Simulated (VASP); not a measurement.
# GaN (Fm-3m) in VASP: settings compared

Aim: see how the results for GaN move with the level of theory and the settings. Levels: LDA, PBE, PBE+D3(BJ). Tasks: relaxation of cell and atoms.

Everything below comes from runs of VASP 6.6.1. Logs are shortened: lines on timing, memory, paths and dates and some standing lists are left out, and cuts for length are marked.

## Step 1: The crystal as given

The structure is cubic, space group Fm-3m (No. 225). Conventional cell: a = 4.270 Å, b = 4.270 Å, c = 4.270 Å, α = 90.00°, β = 90.00°, γ = 90.00°. Ga (site symmetry m-3m) has 6 N at 2.14 Å as nearest neighbours. Around N (site symmetry m-3m) lie 6 Ga at 2.14 Å.

Measurements of this composition are mostly on another form, of space group No. 186.

## Step 2: Relaxation of cell and atoms, LDA

The input, INCAR:

```
SYSTEM = GaN
PREC     = Accurate       ! precision mode
ENCUT    = 600            ! plane-wave cutoff, eV
EDIFF    = 1E-7           ! SCF threshold, eV
ISMEAR   = 0              ! smearing method
SIGMA    = 0.02           ! smearing width, eV
LREAL    = .False.        ! projectors in reciprocal space
LASPH    = .True.         ! aspherical terms in the spheres
NELM     = 80             ! most SCF steps
ALGO     = Normal         ! electronic algorithm
ISIF     = 3              ! what is computed and relaxed
LWAVE    = .False.        ! write WAVECAR
LCHARG   = .False.        ! write CHGCAR
GGA      = CA             ! functional
IBRION   = 2              ! ionic algorithm
NSW      = 90             ! ionic steps
EDIFFG   = -0.005         ! ionic threshold
```

The input, KPOINTS:

```
regular mesh
0
Gamma
  14 14 14
  0 0 0
```

The input, POSCAR:

```
GaN
1.0
    0.0000000000      2.1352350000      2.1352350000
    2.1352350000      0.0000000000      2.1352350000
    2.1352350000      2.1352350000      0.0000000000
Ga N
1 1
Direct
    0.0000000000      0.0000000000      0.0000000000
    0.5000000000      0.5000000000      0.5000000000
```

Potentials or basis: VASP PAW LDA potentials, release 64 (Ga_d, N).

On the command line:

```console
$ cat potpaw_LDA.64/Ga_d/POTCAR potpaw_LDA.64/N/POTCAR > POTCAR
$ mpirun -np 1 vasp_std > vasp.out
```

OUTCAR:

```text
SYSTEM = GaN
   PREC = Accurate
   ENCUT = 600
   EDIFF = 1E-7
   ISMEAR = 0
   LREAL = .False.
   LASPH = .True.
   NELM = 80
   ISIF = 3
   GGA = CA
   IBRION = 2
   NSW = 90
   EDIFFG = -0.005

 ion  position               nearest neighbor table
   1  0.000  0.000  0.000-   2 2.14   2 2.14   2 2.14   2 2.14   2 2.14   2 2.14
   2  0.500  0.500  0.500-   1 2.14   1 2.14   1 2.14   1 2.14   1 2.14   1 2.14

  LATTYP: Found a face centered cubic cell.
 ALAT       =     4.2704700000

  Lattice vectors:

 A1 = (   0.0000000000,   2.1352350000,   2.1352350000)
 A2 = (   2.1352350000,   0.0000000000,   2.1352350000)
 A3 = (   2.1352350000,   2.1352350000,   0.0000000000)

Analysis of symmetry for initial positions (statically):
=====================================================================
 Subroutine PRICEL returns:
 Original cell was already a primitive cell.

 Routine SETGRP: Setting up the symmetry group for a
 face centered cubic supercell.

 Subroutine GETGRP returns: Found 48 space group operations
 (whereof 48 operations were pure point group operations)
 out of a pool of 48 trial point group operations.

The static configuration has the point symmetry O_h .

Analysis of symmetry for dynamics (positions and initial velocities):
=====================================================================
 Subroutine PRICEL returns:
 Original cell was already a primitive cell.

 Routine SETGRP: Setting up the symmetry group for a
 face centered cubic supercell.

 Subroutine GETGRP returns: Found 48 space group operations
 (whereof 48 operations were pure point group operations)
 out of a pool of 48 trial point group operations.

The dynamic configuration has the point symmetry O_h .

 Subroutine INISYM returns: Found 48 space group operations
 (whereof 48 operations are pure point group operations),
 and found     1 'primitive' translations

----------------------------------------------------------------------------------------

                                     Primitive cell

  volume of cell :      19.4700

  direct lattice vectors                    reciprocal lattice vectors
     0.000000000  2.135235000  2.135235000    -0.234166263  0.234166263  0.234166263
     2.135235000  0.000000000  2.135235000     0.234166263 -0.234166263  0.234166263
     2.135235000  2.135235000  0.000000000     0.234166263  0.234166263 -0.234166263

  length of vectors
     3.019678296  3.019678296  3.019678296     0.405587864  0.405587864  0.405587864

  position of ions in fractional coordinates (direct lattice)
     0.000000000  0.000000000  0.000000000
     0.500000000  0.500000000  0.500000000

  ion indices of the primitive-cell ions
   primitive index   ion index
                 1           1
                 2           2

----------------------------------------------------------------------------------------

 KPOINTS: regular mesh

Automatic generation of k-mesh.
 Grid dimensions read from file:
 generate k-points for:   14   14   14

 Generating k-lattice:

  Cartesian coordinates                     Fractional coordinates (reciprocal lattice)
    -0.016726162  0.016726162  0.016726162     0.071428571  0.000000000  0.000000000
     0.016726162 -0.016726162  0.016726162     0.000000000  0.071428571  0.000000000
     0.016726162  0.016726162 -0.016726162     0.000000000  0.000000000  0.071428571

  Length of vectors
     0.028970562  0.028970562  0.028970562

  Shift w.r.t. Gamma in fractional coordinates (k-lattice)
     0.000000000  0.000000000  0.000000000

 Subroutine IBZKPT returns following result:
 ===========================================

 Found    104 irreducible k-points:

 Following reciprocal coordinates:
            Coordinates               Weight
  0.000000  0.000000  0.000000      1.000000
  0.071429  0.000000  0.000000      8.000000
  0.142857  0.000000  0.000000      8.000000
  0.214286  0.000000  0.000000      8.000000
  0.285714  0.000000  0.000000      8.000000
  0.357143  0.000000  0.000000      8.000000
[... 16 lines left out ...]
  0.214286  0.142857  0.000000     24.000000
  0.285714  0.142857  0.000000     24.000000
 [... further k-points ...]
   k-points           NKPTS =    104   k-points in BZ     NKDIM =    104   number of bands    NBANDS=     13
   number of dos      NEDOS =    301   number of ions     NIONS =      2
   total plane-waves  NPLWV =  13824
   dimension x,y,z NGX =    24 NGY =   24 NGZ =   24
   dimension x,y,z NGXF=    48 NGYF=   48 NGZF=   48
   ions per type =               1   1
   NGX,Y,Z   is equivalent  to a cutoff of  13.21, 13.21, 13.21 a.u.
   NGXF,Y,Z  is equivalent  to a cutoff of  26.43, 26.43, 26.43 a.u.
 SYSTEM =  GaN
   PREC   = accura    normal or accurate (medium, high low for compatibility)
   ISTART =      0    job   : 0-new  1-cont  2-samecut
   ICHARG =      2    charge: 1-file 2-atom 10-const
   ISPIN  =      1    spin polarized calculation?
   LNONCOLLINEAR =      F non collinear calculations
   LSORBIT =      F    spin-orbit coupling
   LASPH  =      T    aspherical Exc in radial PAW
   ENCUT  =  600.0 eV  44.10 Ry    6.64 a.u.   6.03  6.03  6.03*2*pi/ulx,y,z
   NELM   =     80;   NELMIN=  2; NELMDL= -5     # of ELM steps
   EDIFF  = 0.1E-06   stopping-criterion for ELM
   LREAL  =      F    real-space projection
   EDIFFG = -.5E-02   stopping-criterion for IOM
   NSW    =     90    number of steps for IOM
   IBRION =      2    ionic relax: 0-MD 1-quasi-New 2-CG
   NFREE  =      1    steps in history (QN), initial steepest desc. (CG)
   ISIF   =      3    stress and relaxation
   ISYM   =      2    0-nonsym 1-usesym 2-fastsym
   POTIM  = 0.5000    time-step for ionic-motion
   TEBEG  =    0.0;   TEEND  =   0.0 temperature during run
   PSTRESS=    0.0 pullay stress
   NELECT =      18.0000    total number of electrons
   NUPDOWN=      -1.0000    fix difference up-down
   EMIN   =  10.00;   EMAX   =-10.00  energy-range for DOS
   EFERMI =   0.00;   METHOD = LEGACY
   ISMEAR =     0;   SIGMA  =   0.02  broadening in eV -4-tet -1-fermi 0-gaus
   EFERMI_NEDOS =   21; number of points for ismear=-14 and -15
   IALGO  =     38    algorithm
   IMIX   =      4    mixing-type and parameters
     AMIX     =   0.40;   BMIX     =  1.00
     AMIX_MAG =   1.60;   BMIX_MAG =  1.00
  volume/ion in A,a.u.               =       9.74        65.70
  Fermi-wavevector in a.u.,A,eV,Ry     =   1.594814  3.013761 34.605481  2.543431
  Thomas-Fermi vector in A             =   2.692830
   LORBIT       =      0    0 simple, 1 ext, 2 COOP (PROOUT), +10 PAW based schemes
   GGA     = CA    functional components
   LHFCALC =     F    Hartree Fock is set to
   AEXX    =    0.0000 exact exchange contribution
   IVDW    =     0    specifies the selected vdW correction
   LEPSILON=     F    determine dielectric tensor
   LRPA    =     F    only Hartree local field effects (RPA)
 conjugate gradient relaxation of ions
 non-spin polarized calculation
 Gauss-broadening in eV      SIGMA  =   0.02
  energy-cutoff  :      600.00
  volume of cell :       19.47
 maximum number of plane-waves:       663
   NGX = 13   NGY = 13   NGZ = 13

--------------------------------------- Ionic step        1  -------------------------------------------

 number of electron      18.0000005 magnetization

 Free energy of the ion-electron system (eV)
  ---------------------------------------------------
  ext. energy  EPLUGINS =         0.00000000
  ---------------------------------------------------
  free energy    TOTEN  =       -13.03896538 eV

  energy without entropy =      -13.03896538  energy(sigma->0) =      -13.03896538

------------------------ aborting loop because EDIFF is reached ----------------------------------------

  FORCE on cell =-STRESS in cart. coord.  units (eV):
  Direction    XX          YY          ZZ          XY          YZ          ZX
  --------------------------------------------------------------------------------------
  -------------------------------------------------------------------------------------
  Total       -1.5434890     -1.5434890     -1.5434890      0.0000000      0.0000000      0.0000000
  in kB     -127.0126854   -127.0126854   -127.0126854      0.0000000      0.0000000      0.0000000
  external PRESSURE =    -127.0126854 kB  Pullay stress =       0.0000000 kB
[... 165 lines left out ...]
  energy  without entropy=      -13.0851082134  energy(sigma->0) =      -13.08510821

--------------------------------------- Ionic step        6  -------------------------------------------

 number of electron      18.0000001 magnetization

 Free energy of the ion-electron system (eV)
  ---------------------------------------------------
  ext. energy  EPLUGINS =         0.00000000
  ---------------------------------------------------
  free energy    TOTEN  =       -13.08512072 eV

  energy without entropy =      -13.08512072  energy(sigma->0) =      -13.08512072

 E-fermi :   8.1470     XC(G=0): -13.6366

 val. band max:        8.0313125077   @ k =  -0.2143   0.1429   0.0000
 cond. band min:       8.6180008230   @ k =   0.5000   0.5000   0.0000
 fundamental gap:      0.5866883153
 Fermi energy:         8.1470296396

 k-point     1 :       0.0000    0.0000    0.0000
  band No.  band energies     occupation
      1      -9.4507      2.00000
      2      -6.0628      2.00000
      3      -6.0628      2.00000
      4      -6.0628      2.00000
      5      -5.9580      2.00000
      6      -5.9580      2.00000
      7       7.4716      2.00000
      8       7.4716      2.00000
      9       7.4716      2.00000
     10      10.6553      0.00000
     11      22.8437      0.00000
     12      22.8437      0.00000
     13      22.8437      0.00000
[... 353 lines left out ...]
 k-point    24 :       0.2857    0.1429    0.0000
  band No.  band energies     occupation
      1      -8.1296      2.00000
      2      -6.1373      2.00000
      3      -6.0839      2.00000
      4      -6.0326      2.00000
      5      -5.8837      2.00000
      6      -5.8788      2.00000
      7       3.5709      2.00000
      8       6.6844      2.00000
      9       6.9907      2.00000
     10      13.6788      0.00000
     11      16.6838      0.00000
     12      18.2227      0.00000
     13      20.4681      0.00000

 [... further k-points ...]

------------------------ aborting loop because EDIFF is reached ----------------------------------------

  FORCE on cell =-STRESS in cart. coord.  units (eV):
  Direction    XX          YY          ZZ          XY          YZ          ZX
  --------------------------------------------------------------------------------------
  -------------------------------------------------------------------------------------
  Total        0.0030997      0.0030997      0.0030997     -0.0000000      0.0000000      0.0000000
  in kB        0.2703798      0.2703798      0.2703798     -0.0000000      0.0000000      0.0000000
  external PRESSURE =       0.2703798 kB  Pullay stress =       0.0000000 kB
[... 17 lines left out ...]
  FREE ENERGIE OF THE ION-ELECTRON SYSTEM (eV)
  ---------------------------------------------------
  free  energy   TOTEN  =       -13.0851207185 eV

  energy  without entropy=      -13.0851207185  energy(sigma->0) =      -13.08512072

 reached required accuracy - stopping structural energy minimisation
```

Wall time 29 s (1 thread of Intel Xeon 6975P-C (Granite Rapids), shared host); peak memory 0.16 GiB.

Results:

```yaml
Free_energy: -13.0851 eV
Relaxed_volume: 9.18 Å³/atom
Relaxed_cell: a = 2.962 Å, b = 2.962 Å, c = 2.962 Å, α = 60.00°, β = 60.00°, γ = 60.00°
Space_group_after_relaxing_to_0.05_Å: Fm-3m (No. 225)
Energy_gained_by_relaxing: 23.1 meV/atom
Ionic_steps: 6
Pressure_after_relaxing: 0.0 GPa
Band_gap_on_the_k_mesh: 0.59 eV, indirect (least direct gap 3.18 eV)
```

Step by step:
| step | energy change (eV) | largest force (eV/Å) | pressure (GPa) | volume (Å³) |
| --- | --- | --- | --- | --- |
| 1 | 0.0000 | 0.0000 | -12.70 | 19.47 |
| 2 | -0.0001 | 0.0000 | 15.65 | 17.38 |
| 3 | -0.0462 | 0.0000 | -0.20 | 18.38 |
| 4 | -0.0462 | 0.0000 | 0.20 | 18.36 |
| 5 | -0.0461 | 0.0000 | -0.31 | 18.38 |
| 6 | -0.0462 | 0.0000 | 0.03 | 18.37 |

Final structure:
```yaml
crystal:
  lattice:
    - [0.00000, 2.09415, 2.09415]
    - [2.09415, 0.00000, 2.09415]
    - [2.09415, 2.09415, 0.00000]
  atoms:
    - { symbol: Ga, position: [0.00000, 0.00000, 0.00000] }
    - { symbol: N, position: [0.50000, 0.50000, 0.50000] }
```

[end of part 1 of 2]
